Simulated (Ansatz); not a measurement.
# Electron–phonon coupling and T_c of MoP, calculated with Ansatz

Space group P-6m2 (No. 187), 2 atoms in the cell of the first input below: a = 3.241 Å, b = 3.241 Å, c = 3.195 Å, α = 90.00°, β = 90.00°, γ = 120.00°.

The structure is a measured one, not always of the ambient phase, relaxed without spin–orbit coupling to zero pressure (pressure 0.0 GPa with this functional, without spin–orbit coupling). Functional: PBE.

Input:

```yaml
crystal:
  lattice:
    - [3.2408305879, 0.0, 0.0]
    - [-1.620415294, 2.8066416185, 0.0]
    - [0.0, 0.0, 3.1946614171]
  atoms:
    - { symbol: Mo, position: [0.0, 0.0, 0.0] }
    - { symbol: P, position: [0.3333333333, 0.6666666667, 0.5] }
basis:
  ecutwfc: 420
  ecutrho_ratio: 4
kpoints:
  mp_grid: { grid: [12, 12, 10] }
hamiltonian:
  xc: pbe
scf:
  occupations: { method: methfessel_paxton, width: 0.2 }
output: {}
phonons:
  supercell: [2, 2, 2]
  qpath:
    path:
      - [[0.0, 0.0, 0.0], [0.5, 0.0, 0.0], [0.33333333, 0.33333333, 0.0], [0.0, 0.0, 0.0], [0.0, 0.0, 0.5], [0.5, 0.0, 0.5], [0.33333333, 0.33333333, 0.5], [0.0, 0.0, 0.5]]
      - [[0.5, 0.0, 0.5], [0.5, 0.0, 0.0]]
      - [[0.33333333, 0.33333333, 0.5], [0.33333333, 0.33333333, 0.0]]
    npoints: 6
  electrical_resistivity: { mesh: [24, 24, 20], temperatures: [50, 100, 200, 300, 500] }
  superconductivity: { mesh: [24, 24, 20], eliashberg_equations: false }
```

```bash
ansatz run input.yaml --threads 8 --pin off --max-ram 15360MiB --backend cpu --events-out ev --progress --plain --runs-dir out
```

Time: 52 s on 8 threads of Intel(R) Xeon(R) Platinum 8488C (Sapphire Rapids), on a shared host, peak memory 2.3 GiB.

On the finest mesh λ = 0.2729, ω_log = 27.311 meV, N(E_F) = 0.399 states per eV, spin and cell. λ by mesh: 24×24×20 0.273, 12×12×10 0.276, 6×6×5 0.228.

Task: What T_c does McMillan's formula in the Allen–Dynes form give for μ* = 0.10?

Result: T_c = (ω_log/1.2) exp[−1.04(1+λ)/(λ − μ*(1+0.62λ))] = (316.93 K/1.2) × exp(−1.3238/0.1560) = 0.05 K. By mesh, finest first, the same formula gives 0.05, 0.06, 0.00 K.

```json
{"μ*": "0.08", "McMillan (K)": "0.16", "Allen–Dynes with strong-coupling factors (K)": "0.17"}
{"μ*": "0.10", "McMillan (K)": "0.05", "Allen–Dynes with strong-coupling factors (K)": "0.05"}
{"μ*": "0.12", "McMillan (K)": "0.01", "Allen–Dynes with strong-coupling factors (K)": "0.01"}
{"μ*": "0.13", "McMillan (K)": "0.00", "Allen–Dynes with strong-coupling factors (K)": "0.00"}
{"μ*": "0.14", "McMillan (K)": "0.00", "Allen–Dynes with strong-coupling factors (K)": "0.00"}
{"μ*": "0.16", "McMillan (K)": "0.00", "Allen–Dynes with strong-coupling factors (K)": "0.00"}
{"μ*": "0.20", "McMillan (K)": "0.00", "Allen–Dynes with strong-coupling factors (K)": "0.00"}
```

Caveats: a T_c this low hangs on μ* by orders of magnitude and means in effect no superconductivity; small supercell, couplings not converged in it.

MoP comes out as a weakly coupled metal: λ = 0.2729 exceeds the screened Coulomb repulsion by so little that the pairing exponent suppresses T_c almost completely. The fairly high ω_log of 27.311 meV cannot make up for this, because it enters the formula only as a linear prefactor. The strong-coupling factors hardly matter, as expected at such a small λ.

The weak coupling probably has two sources. One is the modest density of states at the Fermi level, 0.399 states per eV, spin and cell, which limits the phase space for scattering. The other is a stiff lattice held together by covalent Mo d–P p bonds, since λ falls with the square of the phonon frequencies for given matrix elements. How much each contributes, and whether the matrix elements themselves are small, cannot be read from these totals.

Weak electron–phonon scattering also fits the very low resistivity known for MoP crystals. The superconductivity reported under strong compression is not contradicted, since both the phonons and the Fermi surface can change with pressure.
